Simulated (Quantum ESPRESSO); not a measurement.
# TiB2 (P6/mmm) in Quantum ESPRESSO: notebook

Runs on TiB2. Level: r2SCAN. Tasks: single point, equation of state.

Everything below comes from runs of Quantum ESPRESSO 7.5. Logs are shortened: lines on timing, memory, paths and dates and some standing lists are left out, and cuts for length are marked.

## Step 1: The crystal as given

The structure is hexagonal, space group P6/mmm (No. 191). The conventional cell has a = 3.029 Å, b = 3.029 Å, c = 3.228 Å, α = 90.00°, β = 90.00°, γ = 120.00°. Ti (site symmetry 6/mmm) is surrounded by 12 B at 2.38 Å. B (site symmetry -6m2) has 3 B at 1.75 Å as nearest neighbours.

## Step 2: Single point, r2SCAN, 8.04 Å³/atom

Input file pw.in:

```
&CONTROL
  calculation = 'scf'
  prefix = 'pwscf'
  outdir = './tmp'
  pseudo_dir = './pseudo'
  tstress = .true.
  disk_io = 'nowf'
/
&SYSTEM
  ibrav = 0
  nat = 3
  ntyp = 2
  ecutwfc = 70
  nbnd = 15
  input_dft = 'r2scan'
  occupations = 'smearing'
  smearing = 'fd'
  degauss = 0.00367493
  nosym = .true.
  nr1 = 36
  nr2 = 36
  nr3 = 36
/
&ELECTRONS
  conv_thr = 1d-08
  electron_maxstep = 120
  mixing_beta = 0.5
/
ATOMIC_SPECIES
Ti    47.8670 Ti_ONCV_PBE-1.2.upf
B     10.8100 B_ONCV_PBE-1.2.upf
CELL_PARAMETERS angstrom
   2.9673622405    0.0000000000    0.0000000000
  -1.4836811203    2.5698110825    0.0000000000
   0.0000000000    0.0000000000    3.1624957934
ATOMIC_POSITIONS crystal
Ti     0.0000000000    0.0000000000    0.0000000000
B      0.6666666667    0.3333333333    0.5000000000
B      0.3333333333    0.6666666667    0.5000000000
K_POINTS automatic
8 8 6 0 0 0
```

Potentials or basis: SG15 PBE 1.2.

Launch:

```console
OMP_NUM_THREADS=1 mpirun -n 2 pw.x -nk 2 -in pw.in > pw.out
```

pw.out:

```text
This program is part of the open-source Quantum ESPRESSO suite
     for quantum simulation of materials; please cite
         "P. Giannozzi et al., J. Phys.:Condens. Matter 21 395502 (2009);
         "P. Giannozzi et al., J. Phys.:Condens. Matter 29 465901 (2017);
         "P. Giannozzi et al., J. Chem. Phys. 152 154105 (2020);
     in publications or presentations arising from this work. More details at

     IMPORTANT: XC functional enforced from input :
     Exchange-correlation= R2SCAN
                           (   0   0   0   0   0 497 498)
     Any further DFT definition will be discarded
     Please, verify this is what you really want

     K-points division:     npool     =       2
     Subspace diagonalization in iterative solution of the eigenvalue problem:
     a serial algorithm will be used

     G-vector sticks info
     --------------------
     sticks:   dense  smooth     PW     G-vecs:    dense   smooth      PW
     Sum         595     595    199                12805    12805    2485

     Using Slab Decomposition

     bravais-lattice index     =            0
     lattice parameter (alat)  =       5.6075  a.u.
     unit-cell volume          =     162.7415 (a.u.)^3
     number of atoms/cell      =            3
     number of atomic types    =            2
     number of electrons       =        18.00
     number of Kohn-Sham states=           15
     kinetic-energy cutoff     =      70.0000  Ry
     charge density cutoff     =     280.0000  Ry
     scf convergence threshold =      1.0E-08
     mixing beta               =       0.5000
     number of iterations used =            8  plain     mixing
     Exchange-correlation= R2SCAN
                           (   0   0   0   0   0 497 498)

     celldm(1)=   5.607502  celldm(2)=   0.000000  celldm(3)=   0.000000
     celldm(4)=   0.000000  celldm(5)=   0.000000  celldm(6)=   0.000000

     crystal axes: (cart. coord. in units of alat)
               a(1) = (   1.000000   0.000000   0.000000 )
               a(2) = (  -0.500000   0.866025   0.000000 )
               a(3) = (   0.000000   0.000000   1.065760 )

     reciprocal axes: (cart. coord. in units 2 pi/alat)
               b(1) = (  1.000000  0.577350 -0.000000 )
               b(2) = (  0.000000  1.154701  0.000000 )
               b(3) = (  0.000000 -0.000000  0.938298 )

     PseudoPot. # 1 for Ti read from file:
     Ti_ONCV_PBE-1.2.upf
     Pseudo is Norm-conserving, Zval = 12.0
     Generated using ONCVPSP code by D. R. Hamann
     Using radial grid of  602 points,  6 beta functions with:
                l(1) =   0
                l(2) =   0
                l(3) =   1
                l(4) =   1
                l(5) =   2
                l(6) =   2

     PseudoPot. # 2 for B  read from file:
     B_ONCV_PBE-1.2.upf
     Pseudo is Norm-conserving, Zval =  3.0
     Generated using ONCVPSP code by D. R. Hamann
     Using radial grid of  602 points,  4 beta functions with:
                l(1) =   0
                l(2) =   0
                l(3) =   1
                l(4) =   1

     atomic species   valence    mass     pseudopotential
     Ti               12.00    47.86700     Ti( 1.00)
     B                 3.00    10.81000     B ( 1.00)

     No symmetry found

   Cartesian axes

     site n.     atom                  positions (alat units)
         1        Ti     tau(   1) = (   0.0000000   0.0000000   0.0000000  )
         2        B      tau(   2) = (   0.5000000   0.2886751   0.5328800  )
         3        B      tau(   3) = (  -0.0000000   0.5773503   0.5328800  )

     number of k points=   196  Fermi-Dirac smearing, width (Ry)=  0.0037

     Number of k-points >= 100: set verbosity='high' to print them.

     Dense  grid:    12805 G-vectors     FFT dimensions: (  36,  36,  36)

     WARNING: libxc functional with ID  497 depends
      on external parameters: check the user_guide of
      QE if you need to modify them or to check their
      default values.

     WARNING: libxc functional with ID  498 depends
      on external parameters: check the user_guide of
      QE if you need to modify them or to check their
      default values.

     Initial potential from superposition of free atoms

     starting charge      17.8561, renormalised to      18.0000
     Starting wfcs are random

     Self-consistent Calculation

     iteration #  1     ecut=    70.00 Ry     beta= 0.50
     Davidson diagonalization with overlap
     ethr =  1.00E-02,  avg # of iterations = 10.2

     total energy              =    -126.75110753 Ry
     estimated scf accuracy    <      13.96511876 Ry

     iteration #  2     ecut=    70.00 Ry     beta= 0.50
     Davidson diagonalization with overlap
     ethr =  1.00E-02,  avg # of iterations =  1.7

     total energy              =    -126.88915695 Ry
     estimated scf accuracy    <       2.65129289 Ry

     iteration #  3     ecut=    70.00 Ry     beta= 0.50
     Davidson diagonalization with overlap
     ethr =  1.00E-02,  avg # of iterations =  1.0

     total energy              =    -126.94038977 Ry
     estimated scf accuracy    <       0.87144310 Ry

     iteration #  4     ecut=    70.00 Ry     beta= 0.50
     Davidson diagonalization with overlap
     ethr =  4.84E-03,  avg # of iterations =  1.1

     total energy              =    -126.96158780 Ry
     estimated scf accuracy    <       0.00032668 Ry

     iteration #  5     ecut=    70.00 Ry     beta= 0.50
     Davidson diagonalization with overlap
     c_bands:  1 eigenvalues not converged
     c_bands:  1 eigenvalues not converged
     c_bands:  1 eigenvalues not converged
     ethr =  1.81E-06,  avg # of iterations =  9.4

     total energy              =    -126.96207455 Ry
     estimated scf accuracy    <       0.00087159 Ry

     iteration #  6     ecut=    70.00 Ry     beta= 0.50
     Davidson diagonalization with overlap
     ethr =  1.81E-06,  avg # of iterations =  1.2

     total energy              =    -126.96209788 Ry
     estimated scf accuracy    <       0.00002161 Ry

     iteration #  7     ecut=    70.00 Ry     beta= 0.50
     Davidson diagonalization with overlap
     ethr =  1.20E-07,  avg # of iterations =  1.2

     total energy              =    -126.96209891 Ry
     estimated scf accuracy    <       0.00000794 Ry

     iteration #  8     ecut=    70.00 Ry     beta= 0.50
     Davidson diagonalization with overlap
     ethr =  4.41E-08,  avg # of iterations =  1.0

     total energy              =    -126.96209906 Ry
     estimated scf accuracy    <       0.00000061 Ry

     iteration #  9     ecut=    70.00 Ry     beta= 0.50
     Davidson diagonalization with overlap
     ethr =  3.39E-09,  avg # of iterations =  1.9

     End of self-consistent calculation

     Number of k-points >= 100: set verbosity='high' to print the bands.

     the Fermi energy is    16.6114 ev

!    total energy              =    -126.96209909 Ry
     estimated scf accuracy    <          6.1E-09 Ry
     smearing contrib. (-TS)   =      -0.00008120 Ry
     internal energy E=F+TS    =    -126.96201790 Ry

     The total energy is F=E-TS. E is the sum of the following terms:
     one-electron contribution =     -25.51824293 Ry
     hartree contribution      =      22.35488019 Ry
     xc contribution           =     -19.04262508 Ry
     ewald contribution        =    -104.75603007 Ry

     convergence has been achieved in   9 iterations

     Computing stress (Cartesian axis) and pressure

          total   stress  (Ry/bohr**3)                   (kbar)     P=      150.38
   0.00108534  -0.00000000   0.00000000          159.66       -0.00        0.00
  -0.00000000   0.00108535  -0.00000000           -0.00      159.66       -0.00
   0.00000000  -0.00000000   0.00089607            0.00       -0.00      131.82

=------------------------------------------------------------------------------=
   JOB DONE.
=------------------------------------------------------------------------------=
```

Run time: 99 s. Hardware: 2 MPI ranks of AMD EPYC 7R32 (Zen 2), shared host; peak memory 0.2 GiB.

Results:

```
Free energy            : -1727.4074 eV
Pressure               : 15.0 GPa
Band gap on the k mesh : none (metal or under the smearing width)
```

Caveat: the k mesh is coarse; the potentials were made for another functional, which shifts forces and pressure.

## Step 3: Single point, r2SCAN, 8.21 Å³/atom

pw.in: that of step 2 with these lines changed.

```diff
@@ -32,5 +32,5 @@
 CELL_PARAMETERS angstrom
-   2.9673622405    0.0000000000    0.0000000000
-  -1.4836811203    2.5698110825    0.0000000000
-   0.0000000000    0.0000000000    3.1624957934
+   2.9882598462    0.0000000000    0.0000000000
+  -1.4941299231    2.5879089399    0.0000000000
+   0.0000000000    0.0000000000    3.1847676243
 ATOMIC_POSITIONS crystal
```

Potentials or basis: SG15 PBE 1.2.

Launch:

```console
OMP_NUM_THREADS=1 mpirun -n 2 pw.x -nk 2 -in pw.in > pw.out
```

Run time: 99 s. Hardware: 2 MPI ranks of AMD EPYC 7R32 (Zen 2), shared host; peak memory 0.2 GiB.

The run converged. Its results:

```yaml
Free_energy: -1727.4450 eV
Pressure: 8.6 GPa
Band_gap_on_the_k_mesh: none (metal or under the smearing width)
```

Caveat: the k mesh is coarse; the potentials were made for another functional, which shifts forces and pressure.

## Step 4: Single point, r2SCAN, 8.38 Å³/atom

pw.in: that of step 3 with these lines changed.

```diff
@@ -32,5 +32,5 @@
 CELL_PARAMETERS angstrom
-   2.9882598462    0.0000000000    0.0000000000
-  -1.4941299231    2.5879089399    0.0000000000
-   0.0000000000    0.0000000000    3.1847676243
+   3.0088691861    0.0000000000    0.0000000000
+  -1.5044345930    2.6057571518    0.0000000000
+   0.0000000000    0.0000000000    3.2067322330
 ATOMIC_POSITIONS crystal
```

Launch:

```console
OMP_NUM_THREADS=1 mpirun -n 2 pw.x -nk 2 -in pw.in > pw.out
```

Wall time 2 min (2 MPI ranks of AMD EPYC 7R32 (Zen 2), shared host); peak memory 0.2 GiB.

It converged, with:

* Free energy: -1727.4629 eV
* Pressure: 2.7 GPa
* Band gap on the k mesh: none (metal or under the smearing width)

Caveat: the k mesh is coarse; the potentials were made for another functional, which shifts forces and pressure.

## Step 5: Single point, r2SCAN, 8.55 Å³/atom

pw.in: that of step 4 with these lines changed.

```diff
@@ -32,5 +32,5 @@
 CELL_PARAMETERS angstrom
-   3.0088691861    0.0000000000    0.0000000000
-  -1.5044345930    2.6057571518    0.0000000000
-   0.0000000000    0.0000000000    3.2067322330
+   3.0292000000    0.0000000000    0.0000000000
+  -1.5146000000    2.6233641531    0.0000000000
+   0.0000000000    0.0000000000    3.2284000000
 ATOMIC_POSITIONS crystal
```

Launch:

```console
OMP_NUM_THREADS=1 mpirun -n 2 pw.x -nk 2 -in pw.in > pw.out
```

It took 1.9 min on 2 MPI ranks of AMD EPYC 7R32 (Zen 2), shared host; peak memory 0.2 GiB.

Results (log left out):

```yaml
Free_energy: -1727.4630 eV
Pressure: -2.6 GPa
Band_gap_on_the_k_mesh: none (metal or under the smearing width)
```

Caveat: the k mesh is coarse; the potentials were made for another functional, which shifts forces and pressure.

## Step 6: Single point, r2SCAN, 8.72 Å³/atom

pw.in: that of step 5 with these lines changed.

```diff
@@ -32,5 +32,5 @@
 CELL_PARAMETERS angstrom
-   3.0292000000    0.0000000000    0.0000000000
-  -1.5146000000    2.6233641531    0.0000000000
-   0.0000000000    0.0000000000    3.2284000000
+   3.0492615118    0.0000000000    0.0000000000
+  -1.5246307559    2.6407379320    0.0000000000
+   0.0000000000    0.0000000000    3.2497807555
 ATOMIC_POSITIONS crystal
```

Potentials or basis: SG15 PBE 1.2.

Launch:

```console
OMP_NUM_THREADS=1 mpirun -n 2 pw.x -nk 2 -in pw.in > pw.out
```

Run time: 1.9 min. Hardware: 2 MPI ranks of AMD EPYC 7R32 (Zen 2), shared host; peak memory 0.22 GiB.

The run converged. Its results:

| Item | Value |
| --- | --- |
| Free energy | -1727.4468 eV |
| Pressure | -7.4 GPa |
| Band gap on the k mesh | none (metal or under the smearing width) |

Caveat: the k mesh is coarse; the potentials were made for another functional, which shifts forces and pressure.

## Step 7: Single point, r2SCAN, 8.89 Å³/atom

pw.in: that of step 6 with these lines changed.

```diff
@@ -32,5 +32,5 @@
 CELL_PARAMETERS angstrom
-   3.0492615118    0.0000000000    0.0000000000
-  -1.5246307559    2.6407379320    0.0000000000
-   0.0000000000    0.0000000000    3.2497807555
+   3.0690624661    0.0000000000    0.0000000000
+  -1.5345312330    2.6578860614    0.0000000000
+   0.0000000000    0.0000000000    3.2708838193
 ATOMIC_POSITIONS crystal
```

Launch:

```console
OMP_NUM_THREADS=1 mpirun -n 2 pw.x -nk 2 -in pw.in > pw.out
```

It took 1.9 min on 2 MPI ranks of AMD EPYC 7R32 (Zen 2), shared host; peak memory 0.22 GiB.

The run converged. Its results:

```yaml
Free_energy: -1727.4158 eV
Pressure: -11.8 GPa
Band_gap_on_the_k_mesh: none (metal or under the smearing width)
```

Caveat: the k mesh is coarse; the potentials were made for another functional, which shifts forces and pressure.

## Step 8: Single point, r2SCAN, 9.06 Å³/atom

pw.in: that of step 7 with these lines changed.

```diff
@@ -32,5 +32,5 @@
 CELL_PARAMETERS angstrom
-   3.0690624661    0.0000000000    0.0000000000
-  -1.5345312330    2.6578860614    0.0000000000
-   0.0000000000    0.0000000000    3.2708838193
+   3.0886111617    0.0000000000    0.0000000000
+  -1.5443055808    2.6748157284    0.0000000000
+   0.0000000000    0.0000000000    3.2917180359
 ATOMIC_POSITIONS crystal
```

Launch:

```console
OMP_NUM_THREADS=1 mpirun -n 2 pw.x -nk 2 -in pw.in > pw.out
```

Wall time 2 min (2 MPI ranks of AMD EPYC 7R32 (Zen 2), shared host); peak memory 0.22 GiB.

Results (log left out):

```yaml
Free_energy: -1727.3715 eV
Pressure: -15.8 GPa
Band_gap_on_the_k_mesh: none (metal or under the smearing width)
```

Caveat: the k mesh is coarse; the potentials were made for another functional, which shifts forces and pressure.

## Step 9: Equation of state, r2SCAN

Potentials or basis: SG15 PBE 1.2.

This step only gathers the single runs of the series.

Results:

| Property | Result |
| --- | --- |
| Equilibrium volume | 8.47 Å³/atom |
| Bulk modulus at fixed shape and positions | 263 GPa |
| Pressure derivative of the bulk modulus | 3.8 |

Energy against volume, from the lowest point:
```csv
volume (Å³/atom),energy (meV/atom)
8.039,18.53
8.210,5.98
8.381,0.01
8.552,0.00
8.723,5.40
8.894,15.72
9.065,30.49
```

Caveat: the potentials were made for another functional, which shifts forces and pressure; the cell was scaled at fixed shape and fractional positions, which overstates the stiffness of a crystal with free parameters, most of all of layers and chains.
